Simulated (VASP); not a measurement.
# ZnS (Wurtzite-2H) (P6_3mc) in VASP: settings compared, part 3 of 3

VASP 6.6.1. The steps go on from the part before.

### 6 Born charges and dielectric tensor, PBE

INCAR

```
SYSTEM = ZnS
ALGO     = Normal         ! electronic algorithm
EDIFF    = 1E-8           ! SCF threshold, eV
ENCUT    = 520            ! plane-wave cutoff, eV
GGA      = PE             ! functional
IBRION   = 8              ! ionic algorithm
ISIF     = 2              ! what is computed and relaxed
ISMEAR   = -1             ! smearing method
LASPH    = .TRUE.         ! aspherical terms in the spheres
LCHARG   = .FALSE.        ! write CHGCAR
LEPSILON = .TRUE.         ! dielectric tensor by DFPT
LREAL    = .FALSE.        ! projectors in reciprocal space
LWAVE    = .FALSE.        ! write WAVECAR
NELM     = 60             ! most SCF steps
PREC     = Accurate       ! precision mode
SIGMA    = 0.05           ! smearing width, eV
```

KPOINTS

```
k-points
0
G
  8 8 5
  0 0 0
```

POSCAR

```
ZnS
1.0
    3.8110000000      0.0000000000      0.0000000000
   -1.9055000000      3.3004228138      0.0000000000
    0.0000000000      0.0000000000      6.2340000000
Zn S
2 2
Direct
    0.6666666667      0.3333333333      0.5000000000
    0.3333333333      0.6666666667      0.0000000000
    0.6666666667      0.3333333333      0.8850000000
    0.3333333333      0.6666666667      0.3850000000
```

Potentials or basis: VASP PAW PBE potentials, release 64 (Zn, S).

On the command line:

```sh
cat potpaw_PBE.64/Zn/POTCAR potpaw_PBE.64/S/POTCAR > POTCAR
mpirun -np 1 vasp_std > vasp.out
```

OUTCAR:

```text
SYSTEM = ZnS
   EDIFF = 1E-8
   ENCUT = 520
   GGA = PE
   IBRION = 8
   ISIF = 2
   ISMEAR = -1
   LASPH = .TRUE.
   LEPSILON = .TRUE.
   LREAL = .FALSE.
   NELM = 60
   PREC = Accurate

 ion  position               nearest neighbor table
   1  0.667  0.333  0.500-   4 2.31   4 2.31   4 2.31   3 2.40
   2  0.333  0.667  0.000-   3 2.31   3 2.31   3 2.31   4 2.40
   3  0.667  0.333  0.885-   2 2.31   2 2.31   2 2.31   1 2.40
   4  0.333  0.667  0.385-   1 2.31   1 2.31   1 2.31   2 2.40

  LATTYP: Found a hexagonal cell.
 ALAT       =     3.8110000000
 C/A-ratio  =     1.6357911309

  Lattice vectors:

 A1 = (   3.8110000000,   0.0000000000,   0.0000000000)
 A2 = (  -1.9055000000,   3.3004228138,   0.0000000000)
 A3 = (   0.0000000000,   0.0000000000,   6.2340000000)

Analysis of symmetry for initial positions (statically):
=====================================================================
 Subroutine PRICEL returns:
 Original cell was already a primitive cell.

 Routine SETGRP: Setting up the symmetry group for a
 hexagonal supercell.

 Subroutine GETGRP returns: Found 12 space group operations
 (whereof  6 operations were pure point group operations)
 out of a pool of 24 trial point group operations.

The static configuration has the point symmetry C_3v.
 The point group associated with its full space group is C_6v.

Analysis of symmetry for dynamics (positions and initial velocities):
=====================================================================
 Subroutine PRICEL returns:
 Original cell was already a primitive cell.

 Routine SETGRP: Setting up the symmetry group for a
 hexagonal supercell.

 Subroutine GETGRP returns: Found 12 space group operations
 (whereof  6 operations were pure point group operations)
 out of a pool of 24 trial point group operations.

The dynamic configuration has the point symmetry C_3v.
 The point group associated with its full space group is C_6v.

 Subroutine INISYM returns: Found 12 space group operations
 (whereof  6 operations are pure point group operations),
 and found     1 'primitive' translations

----------------------------------------------------------------------------------------

                                     Primitive cell

  volume of cell :      78.4107
[... 835 lines left out ...]
    -0.00000  3.76970 -0.00000
     0.00000 -0.00000 -4.23609

 MACROSCOPIC STATIC DIELECTRIC TENSOR (including local field effects in DFT)
 ------------------------------------------------------
           5.870538     0.000000    -0.000000
           0.000000     5.870538     0.000000
           0.000000    -0.000000     5.908468
 ------------------------------------------------------

 PIEZOELECTRIC TENSOR (including local field effects)  for field in x, y, z        (e  Angst)
          XX          YY          ZZ          XY          YZ          ZX
  --------------------------------------------------------------------------------
  x     0.00000     0.00000     0.00000     0.00000     0.00000     1.66504
  y    -0.00000     0.00000     0.00000     0.00000     1.66504     0.00000
  z     1.66719     1.66719    -3.99282     0.00000     0.00000     0.00000

 PIEZOELECTRIC TENSOR (including local field effects)  for field in x, y, z        (C/m^2)
          XX          YY          ZZ          XY          YZ          ZX
  --------------------------------------------------------------------------------
  x     0.00000     0.00000     0.00000     0.00000     0.00000     0.34022
  y    -0.00000     0.00000     0.00000     0.00000     0.34022     0.00000
  z     0.34066     0.34066    -0.81586     0.00000     0.00000     0.00000

 BORN EFFECTIVE CHARGES (including local field effects) (in |e|, cummulative output)
 ---------------------------------------------------------------------------------
 ion    1
    1     1.95161     0.00000     0.00000
    2     0.00000     1.95161     0.00000
    3     0.00000    -0.00000     2.05302
 ion    2
    1     1.95161     0.00000     0.00000
    2    -0.00000     1.95161     0.00000
    3     0.00000     0.00000     2.05302
 ion    3
    1    -1.95161     0.00000    -0.00000
    2     0.00000    -1.95161    -0.00000
    3    -0.00000     0.00000    -2.05302
 ion    4
    1    -1.95161     0.00000    -0.00000
    2     0.00000    -1.95161     0.00000
    3     0.00000     0.00000    -2.05302

 INTERNAL STRAIN TENSOR FOR ION    4 for displacements in x,y,z  (eV/Angst):
          X           Y           Z          XY          YZ          ZX
  --------------------------------------------------------------------------------
  x     0.00000     0.00000     0.00000    -7.17114     0.00000     3.94538
  y    -7.17114     7.17114     0.00000     0.00000     3.41532     0.00000
  z     3.76970     3.76970    -4.23609     0.00000     0.00000     0.00000

 SECOND DERIVATIVES (NOT SYMMETRIZED)
 ------------------------------------
               1X          1Y          1Z          2X          2Y          2Z          3X          3Y          3Z          4X          4Y          4Z
  1X    -6.722375    0.000000    0.000000   -0.159467   -0.000000    0.000000    0.289002    0.000000   -0.000000    6.592840   -0.000000   -0.000000
  1Y     0.000000   -6.722375    0.000000    0.000000   -0.159467    0.000000    0.000000    0.289002    0.000000    0.000000    6.592840    0.000000
  1Z     0.000000   -0.000000   -6.109010    0.000000    0.000000    1.796169    0.000000   -0.000000    2.829001   -0.000000    0.000000    1.483839
  2X    -0.159467    0.000000    0.000000   -6.722375    0.000000    0.000000    6.592840    0.000000    0.000000    0.289002    0.000000    0.000000
  2Y     0.000000   -0.159467   -0.000000   -0.000000   -6.722375   -0.000000    0.000000    6.592840   -0.000000    0.000000    0.289002    0.000000
  2Z    -0.000000   -0.000000    1.796169   -0.000000    0.000000   -6.109010    0.000000    0.000000    1.483839   -0.000000    0.000000    2.829001
  3X     0.309985   -0.000000   -0.000000    6.613081   -0.000000    0.000000   -7.484314   -0.000000    0.000000    0.561248    0.000000   -0.000000
  3Y     0.000000    0.309985    0.000000    0.000000    6.613081    0.000000    0.000000   -7.484314    0.000000   -0.000000    0.561248    0.000000
  3Z     0.000000    0.000000    2.830270    0.000000   -0.000000    1.479855    0.000000   -0.000000   -7.814025    0.000000    0.000000    3.503901
  4X     6.613081    0.000000   -0.000000    0.309985    0.000000    0.000000    0.561248    0.000000    0.000000   -7.484314    0.000000    0.000000
  4Y     0.000000    6.613081    0.000000   -0.000000    0.309985   -0.000000    0.000000    0.561248   -0.000000    0.000000   -7.484314   -0.000000
  4Z    -0.000000    0.000000    1.479855    0.000000    0.000000    2.830270    0.000000    0.000000    3.503901    0.000000    0.000000   -7.814025

 Eigenvectors and eigenvalues of the dynamical matrix
 ----------------------------------------------------

   1 f  =    9.336003 THz    58.659840 2PiTHz  311.415556 cm-1    38.610591 meV
             X         Y         Z           dx          dy          dz
      1.905500  1.100141  3.117000    -0.000000    0.000000   -0.087607
     -0.000000  2.200282  0.000000     0.000000   -0.000000    0.087607
      1.905500  1.100141  5.517090    -0.000000    0.000000    0.701659
     -0.000000  2.200282  2.400090     0.000000   -0.000000   -0.701659
[... 71 lines left out ...]
  12 f/i=    0.012418 THz     0.078024 2PiTHz    0.414217 cm-1     0.051356 meV
             X         Y         Z           dx          dy          dz
      1.905500  1.100141  3.117000    -0.205004   -0.542325    0.000000
     -0.000000  2.200282  0.000000    -0.205004   -0.542325    0.000000
      1.905500  1.100141  5.517090    -0.143131   -0.378643    0.000000
     -0.000000  2.200282  2.400090    -0.143131   -0.378643    0.000000

--------------------------------------------------------------------------------------------------------

 MACROSCOPIC STATIC DIELECTRIC TENSOR IONIC CONTRIBUTION
 ------------------------------------------------------
           2.546838     0.000000    -0.000000
           0.000000     2.546838    -0.000000
          -0.000000    -0.000000     4.512118
 ------------------------------------------------------

 ELASTIC MODULI CONTR FROM IONIC RELAXATION (kBar)
 Direction    XX          YY          ZZ          XY          YZ          ZX
 --------------------------------------------------------------------------------
 XX        -396.6282    126.9040    151.7887     -0.0000      0.0000     -0.0000
 YY         126.9040   -396.6282    151.7887      0.0000      0.0000      0.0000
 ZZ         151.7887    151.7887   -170.8398      0.0000     -0.0000     -0.0000
 XY          -0.0000      0.0000      0.0000   -261.7661      0.0000     -0.0000
 YZ          -0.0000      0.0000     -0.0000      0.0000    -73.2342     -0.0000
 ZX          -0.0000      0.0000     -0.0000     -0.0000     -0.0000    -87.2460
 --------------------------------------------------------------------------------

 PIEZOELECTRIC TENSOR IONIC CONTR  for field in x, y, z        (C/m^2)
          XX          YY          ZZ          XY          YZ          ZX
  --------------------------------------------------------------------------------
  x    -0.00000     0.00000    -0.00000    -0.00000    -0.00000    -0.44355
  y    -0.00000     0.00000    -0.00000     0.00000    -0.40638    -0.00000
  z    -0.73402    -0.73402     0.82615    -0.00000     0.00000     0.00000
```

Wall time 13 min (1 thread of Intel Xeon 6975P-C (Granite Rapids), shared host); peak memory 0.69 GiB.

What came out:

| Property | Result |
| --- | --- |
| Band gap on the k mesh | 2.25 eV, direct |
| Electronic dielectric tensor (diagonal) | 5.87, 5.87, 5.91 |
| Born charges (mean of the diagonal) | Zn +1.99; S -1.99 e |
| Highest phonon frequency at Γ, LO-TO splitting left out | 311 cm⁻¹ |

Phonon frequencies in cm⁻¹ (negative: imaginary):
| q point | frequencies |
| --- | --- |
| (0.000, 0.000, 0.000) | 0 0 0 71 71 179 233 296 296 301 301 311 |

Electronic dielectric tensor:
```
5.87 0.00 0.00
0.00 5.87 0.00
0.00 0.00 5.91
```

Born effective charge tensors (e):
atom 1, Zn
```
1.95 0.00 0.00
0.00 1.95 0.00
0.00 0.00 2.05
```
atom 2, Zn
```
1.95 0.00 0.00
0.00 1.95 0.00
0.00 0.00 2.05
```
atom 3, S
```
-1.95  0.00  0.00
 0.00 -1.95  0.00
 0.00  0.00 -2.05
```
atom 4, S
```
-1.95  0.00  0.00
 0.00 -1.95  0.00
 0.00  0.00 -2.05
```

### 7 For comparison

An earlier run on the cell as given: functional PBEsol; potentials or basis VASP PAW PBE potentials, release 64 (Zn, S); cutoff 520 eV; k mesh 8 × 8 × 5; occupations fermi-dirac, width 0.05 eV; no spin polarisation.

- Pressure: -1.1 GPa
- Largest force: 0.309 eV/Å
- Band gap on the k mesh: 2.12 eV, direct

### 8 The runs side by side

```tsv
task	level	potentials or basis	cell	k mesh	cutoff (eV)	ions in elastic constants	ladder	gap on the mesh (eV)
elastic constants	LDA	VASP PAW LDA potentials, release 64 (Zn, S)	relaxed	6 × 6 × 4	600	relaxed	-	-
Born charges and dielectric tensor	LDA	VASP PAW LDA potentials, release 64 (Zn, S)	as given	8 × 8 × 5	520	-	-	2.02
phonons	PBE	VASP PAW PBE potentials, release 64 (Zn, S)	relaxed	6 × 6 × 4	600	-	-	-
elastic constants	PBE	VASP PAW PBE potentials, release 64 (Zn, S)	relaxed	6 × 6 × 4	600	relaxed	-	-
Born charges and dielectric tensor	PBE	VASP PAW PBE potentials, release 64 (Zn, S)	as given	8 × 8 × 5	520	-	-	2.25
single point	PBEsol	VASP PAW PBE potentials, release 64 (Zn, S)	as given	8 × 8 × 5	520	-	free	2.12
```

Alike in all rows: no spin polarisation; smearing fermi-dirac 0.05 eV.

Caveats: the PAW data sets were made with another functional, which shifts forces and pressure a little (some runs).

Total energies depend on the potentials used, so only differences within one code and one set of settings carry meaning.

### 9 Comparison with measurements

Step 3. Against the measured gap of ZnS, 3.911 eV (direct; 4 K; a printed reference work, monograph), the calculated 2.02 eV is off by -1.89 eV. The value is that of LDA, without temperature or zero-point motion. Semilocal functionals fall short of measured gaps as a rule.

Step 6. Against the measured gap of ZnS, 3.911 eV (direct; 4 K; a printed reference work, monograph), the calculated 2.25 eV is off by -1.66 eV. The value is that of PBE, without temperature or zero-point motion. Semilocal functionals fall short of measured gaps as a rule.
